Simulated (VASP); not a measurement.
# Gd (Im-3m) in VASP: a series of runs

The runs below take Gd through single point, with PBE.

Program: VASP 6.6.1. These are calculated values, not measurements. Logs are shortened: lines on timing, memory, paths and dates and some standing lists are left out, and cuts for length are marked.

## 1. The structure

Symmetry: Im-3m, No. 229, cubic system. Conventional cell: a = 4.050 Å, b = 4.050 Å, c = 4.050 Å, α = 90.00°, β = 90.00°, γ = 90.00°. Around Gd (site symmetry m-3m) lie 8 Gd at 3.51 Å.

This isn't the form of Gd at room conditions, which is hcp.

## 2. Single point, PBE, collinear spin, ferromagnetic start

The input, INCAR:

```
ADDGRID = False
ALGO = Normal
EDIFF = 1E-6
ENCUT = 550
GGA = PE
ISIF = 2
ISMEAR = 0
ISPIN = 2
LASPH = True
LCHARG = False
LMAXMIX = 6
LORBIT = 11
LREAL = False
LWAVE = False
MAGMOM = 7
NELM = 100
PREC = Accurate
SIGMA = 0.2
```

The input, KPOINTS:

```
k-points
0
Gamma
  5 5 5
```

The input, POSCAR:

```
Gd
1.0
   -2.0250000000      2.0250000000      2.0250000000
    2.0250000000     -2.0250000000      2.0250000000
    2.0250000000      2.0250000000     -2.0250000000
Gd
1
Direct
    0.0000000000      0.0000000000      0.0000000000
```

Potentials or basis: VASP PAW PBE potentials, release 64 (Gd).

On the command line:

```sh
$ cat potpaw_PBE.64/Gd/POTCAR > POTCAR
$ mpirun -np 1 vasp_std > vasp.out
```

OUTCAR:

```text
EDIFF = 1E-6
   ENCUT = 550
   GGA = PE
   ISIF = 2
   ISMEAR = 0
   ISPIN = 2
   LASPH = True
   LORBIT = 11
   LREAL = False
   NELM = 100
   PREC = Accurate

 Found     10 irreducible k-points:

 Following reciprocal coordinates:
            Coordinates               Weight
  0.000000  0.000000  0.000000      1.000000
  0.200000  0.000000  0.000000     12.000000
  0.400000  0.000000  0.000000     12.000000
  0.200000  0.200000  0.000000     24.000000
  0.400000  0.200000 -0.000000     24.000000
  0.200000  0.200000  0.200000      8.000000
   k-points           NKPTS =     10   k-points in BZ     NKDIM =     10   number of bands    NBANDS=     17
   number of dos      NEDOS =    301   number of ions     NIONS =      1
   total plane-waves  NPLWV =  21952
   dimension x,y,z NGX =    28 NGY =   28 NGZ =   28
   dimension x,y,z NGXF=    56 NGYF=   56 NGZF=   56
   ions per type =               1
   NGX,Y,Z   is equivalent  to a cutoff of  13.27, 13.27, 13.27 a.u.
   NGXF,Y,Z  is equivalent  to a cutoff of  26.54, 26.54, 26.54 a.u.
 SYSTEM =  unknown system
   PREC   = accura    normal or accurate (medium, high low for compatibility)
   ISTART =      0    job   : 0-new  1-cont  2-samecut
   ICHARG =      2    charge: 1-file 2-atom 10-const
   ISPIN  =      2    spin polarized calculation?
   LNONCOLLINEAR =      F non collinear calculations
   LSORBIT =      F    spin-orbit coupling
   LASPH  =      T    aspherical Exc in radial PAW
   ENCUT  =  550.0 eV  40.42 Ry    6.36 a.u.   6.71  6.71  6.71*2*pi/ulx,y,z
   NELM   =    100;   NELMIN=  2; NELMDL= -5     # of ELM steps
   EDIFF  = 0.1E-05   stopping-criterion for ELM
   LREAL  =      F    real-space projection
   EDIFFG = 0.1E-04   stopping-criterion for IOM
   NSW    =      0    number of steps for IOM
   IBRION =     -1    ionic relax: 0-MD 1-quasi-New 2-CG
   NFREE  =      0    steps in history (QN), initial steepest desc. (CG)
   ISIF   =      2    stress and relaxation
   ISYM   =      2    0-nonsym 1-usesym 2-fastsym
   POTIM  = 0.5000    time-step for ionic-motion
   TEBEG  =    0.0;   TEEND  =   0.0 temperature during run
   PSTRESS=    0.0 pullay stress
   NELECT =      18.0000    total number of electrons
   NUPDOWN=      -1.0000    fix difference up-down
   EMIN   =  10.00;   EMAX   =-10.00  energy-range for DOS
   EFERMI =   0.00;   METHOD = LEGACY
   ISMEAR =     0;   SIGMA  =   0.20  broadening in eV -4-tet -1-fermi 0-gaus
   EFERMI_NEDOS =   21; number of points for ismear=-14 and -15
   IALGO  =     38    algorithm
   IMIX   =      4    mixing-type and parameters
     AMIX     =   0.40;   BMIX     =  1.00
     AMIX_MAG =   1.60;   BMIX_MAG =  1.00
  volume/ion in A,a.u.               =      33.22       224.15
  Fermi-wavevector in a.u.,A,eV,Ry     =   1.334711  2.522238 24.238153  1.781454
  Thomas-Fermi vector in A             =   2.463472
   LORBIT       =     11    0 simple, 1 ext, 2 COOP (PROOUT), +10 PAW based schemes
   GGA     = PE    functional components
   LHFCALC =     F    Hartree Fock is set to
   AEXX    =    0.0000 exact exchange contribution
   IVDW    =     0    specifies the selected vdW correction
   LEPSILON=     F    determine dielectric tensor
   LRPA    =     F    only Hartree local field effects (RPA)
 spin polarized calculation
 Gauss-broadening in eV      SIGMA  =   0.20
  energy-cutoff  :      550.00
  volume of cell :       33.22
 maximum number of plane-waves:       980
   NGX = 13   NGY = 13   NGZ = 13

 number of electron      18.0000009 magnetization       7.7609114

 Free energy of the ion-electron system (eV)
  ---------------------------------------------------
  ext. energy  EPLUGINS =         0.00000000
  ---------------------------------------------------
  free energy    TOTEN  =       -11.64193071 eV

  energy without entropy =      -11.60624148  energy(sigma->0) =      -11.62408610

 E-fermi :   2.9436     XC(G=0):  -9.9485

 val. band max:        2.8226806901   @ k =   0.2000   0.2000   0.0000
 cond. band min:       3.0215162985   @ k =  -0.4000   0.4000   0.2000
 fundamental gap:      0.1988356084
 Fermi energy:         2.9435837706

 spin component 1

 k-point     1 :       0.0000    0.0000    0.0000
  band No.  band energies     occupation
      1     -42.3541      1.00000
      2     -19.3817      1.00000
      3     -19.3817      1.00000
      4     -19.3817      1.00000
      5      -2.1574      1.00000
      6      -1.9776      1.00000
[... 9 lines left out ...]
     16       6.4595      0.00000
     17       6.4595      0.00000

 k-point     2 :       0.2000    0.0000    0.0000
  band No.  band energies     occupation
      1     -42.3313      1.00000
      2     -19.6322      1.00000
      3     -19.4607      1.00000
      4     -19.3828      1.00000
      5      -1.9668      1.00000
      6      -1.9516      1.00000
[... 9 lines left out ...]
     16       5.9822      0.00000
     17       6.5216      0.00000

 k-point     3 :       0.4000    0.0000    0.0000
  band No.  band energies     occupation
      1     -42.2941      1.00000
      2     -20.0114      1.00000
      3     -19.5853      1.00000
      4     -19.3849      1.00000
      5      -1.9646      1.00000
      6      -1.9452      1.00000
[... 9 lines left out ...]
     16       6.9739      0.00000
     17       8.1986      0.00000

 k-point     4 :       0.2000    0.2000    0.0000
  band No.  band energies     occupation
      1     -42.3013      1.00000
      2     -19.8852      1.00000
      3     -19.5712      1.00000
      4     -19.4367      1.00000
      5      -1.9475      1.00000
      6      -1.9409      1.00000
[... 9 lines left out ...]
     16       7.0416      0.00000
     17       7.6010      0.00000

 k-point     5 :       0.4000    0.2000   -0.0000
  band No.  band energies     occupation
      1     -42.2826      1.00000
      2     -19.9898      1.00000
      3     -19.7037      1.00000
      4     -19.4518      1.00000
      5      -1.9609      1.00000
      6      -1.9460      1.00000
[... 9 lines left out ...]
     16       7.2047      0.00000
     17       9.9932      0.00000

 k-point     6 :       0.2000    0.2000    0.2000
  band No.  band energies     occupation
      1     -42.2864      1.00000
      2     -19.9022      1.00000
      3     -19.6148      1.00000
      4     -19.6148      1.00000
      5      -1.9542      1.00000
      6      -1.9093      1.00000
[... 9 lines left out ...]
     16       7.1158      0.00000
     17       9.0724      0.00000

 [... further k-points ...]

 spin component 2

 k-point     1 :       0.0000    0.0000    0.0000
  band No.  band energies     occupation
      1     -39.0803      1.00000
      2     -16.9398      1.00000
      3     -16.9398      1.00000
      4     -16.9398      1.00000
      5      -1.1660      1.00000
      6       3.3333      0.00293
[... 9 lines left out ...]
     16       7.5893      0.00000
     17       7.5893      0.00000

 k-point     2 :       0.2000    0.0000    0.0000
  band No.  band energies     occupation
      1     -39.0519      1.00000
      2     -17.2433      1.00000
      3     -17.0323      1.00000
      4     -16.9425      1.00000
      5      -0.0820      1.00000
      6       3.2828      0.00823
[... 9 lines left out ...]
     16       7.1900      0.00000
     17       7.7125      0.00000

 k-point     3 :       0.4000    0.0000    0.0000
  band No.  band energies     occupation
      1     -39.0056      1.00000
      2     -17.6953      1.00000
      3     -17.1775      1.00000
      4     -16.9471      1.00000
      5       1.4028      1.00000
      6       3.3446      0.00229
[... 9 lines left out ...]
     16       8.2528      0.00000
     17       9.7388      0.00000

 k-point     4 :       0.2000    0.2000    0.0000
  band No.  band energies     occupation
      1     -39.0145      1.00000
      2     -17.5444      1.00000
      3     -17.1658      1.00000
      4     -17.0068      1.00000
      5       1.4964      1.00000
      6       3.1904      0.04046
[... 9 lines left out ...]
     16       8.3412      0.00000
     17       9.0735      0.00000

 k-point     5 :       0.4000    0.2000   -0.0000
  band No.  band energies     occupation
      1     -38.9912      1.00000
      2     -17.6685      1.00000
      3     -17.3231      1.00000
      4     -17.0255      1.00000
      5       2.2667      1.00000
      6       3.2821      0.00834
[... 9 lines left out ...]
     16       8.5459      0.00000
     17      11.4876      0.00000

 k-point     6 :       0.2000    0.2000    0.2000
  band No.  band energies     occupation
      1     -38.9956      1.00000
      2     -17.5651      1.00000
      3     -17.2226      1.00000
      4     -17.2226      1.00000
      5       3.1014      0.13227
      6       3.3251      0.00349
[... 9 lines left out ...]
     16       8.4297      0.00000
     17      10.5455      0.00000

 [... further k-points ...]

------------------------ aborting loop because EDIFF is reached ----------------------------------------

  FORCE on cell =-STRESS in cart. coord.  units (eV):
  Direction    XX          YY          ZZ          XY          YZ          ZX
  --------------------------------------------------------------------------------------
  -------------------------------------------------------------------------------------
  Total       -0.0885976     -0.0885976     -0.0885976      0.0000000     -0.0000000      0.0000000
  in kB       -4.2736367     -4.2736367     -4.2736367      0.0000000     -0.0000000      0.0000000
  external PRESSURE =      -4.2736367 kB  Pullay stress =       0.0000000 kB

 VOLUME and BASIS-vectors are now :
 -----------------------------------------------------------------------------
  energy-cutoff  :      550.00
  volume of cell :       33.22
      direct lattice vectors                 reciprocal lattice vectors
    -2.025000000  2.025000000  2.025000000     0.000000000  0.246913580  0.246913580
     2.025000000 -2.025000000  2.025000000     0.246913580  0.000000000  0.246913580
     2.025000000  2.025000000 -2.025000000     0.246913580  0.246913580  0.000000000

 POSITION                                       TOTAL-FORCE (eV/Angst)
 -----------------------------------------------------------------------------------
      0.00000      0.00000      0.00000         0.000000      0.000000     -0.000000
 -----------------------------------------------------------------------------------
    total drift:                               -0.000000     -0.000000      0.000000

  FREE ENERGIE OF THE ION-ELECTRON SYSTEM (eV)
  ---------------------------------------------------
  free  energy   TOTEN  =       -11.6419307139 eV

  energy  without entropy=      -11.6062414762  energy(sigma->0) =      -11.62408610

 total charge

# of ion       s       p       d       f       tot
--------------------------------------------------
    1        2.070   5.558   0.598   6.977  15.203

 magnetization (x)

# of ion       s       p       d       f       tot
--------------------------------------------------
    1        0.003  -0.056   0.278   6.825   7.049
```

It took 27 s on 1 thread of Intel Xeon Platinum 8559C (Emerald Rapids), shared host; peak memory 0.18 GiB.

These settings aren't checked as converged: the numbers below hold their error.

What came out:

* Free energy: -11.6419 eV
* Pressure: -0.4 GPa
* Band gap on the k mesh: none (metal or under the smearing width)
* Net moment: 7.76 μB per cell
* Site moments: Gd +7.05 μB
* Valence electrons inside the program's atomic spheres: Gd 15.20

Caveat: the k mesh is coarse (spacing up to 0.44 Å⁻¹), so the values aren't converged; spin-orbit coupling is left out, which moves the levels of the heavy elements.

## 3. Single point, PBE, collinear spin, ferromagnetic start

INCAR, as its differences from that of step 2:

```diff
@@ -3,3 +3,3 @@
 EDIFF = 1E-6
-ENCUT = 550
+ENCUT = 400
 GGA = PE
```

The input, KPOINTS:

```
k-points
0
Gamma
  6 6 6
```

POSCAR is that of step 2.

Potentials or basis: VASP PAW PBE potentials, release 64 (Gd).

On the command line:

```sh
$ cat potpaw_PBE.64/Gd/POTCAR > POTCAR
$ mpirun -np 1 vasp_std > vasp.out
```

It took 22 s on 1 thread of Intel Xeon Platinum 8559C (Emerald Rapids), shared host; peak memory 0.15 GiB.

These settings aren't checked as converged: the numbers below hold their error.

What came out:

```yaml
Free_energy: -11.6112 eV
Pressure: -0.7 GPa
Band_gap_on_the_k_mesh: none (metal or under the smearing width)
Net_moment: 7.53 μB per cell
Site_moments: Gd +6.97 μB
Valence_electrons_inside_the_program's_atomic_spheres: Gd 15.20
```

Caveat: the k mesh is coarse (spacing up to 0.37 Å⁻¹), so the values aren't converged; the cutoff is under 1.25 times the usual one of these potentials, so pressure, stress and relaxed cells hold a basis-set (Pulay) error; spin-orbit coupling is left out, which moves the levels of the heavy elements.

[end of part 1 of 2]
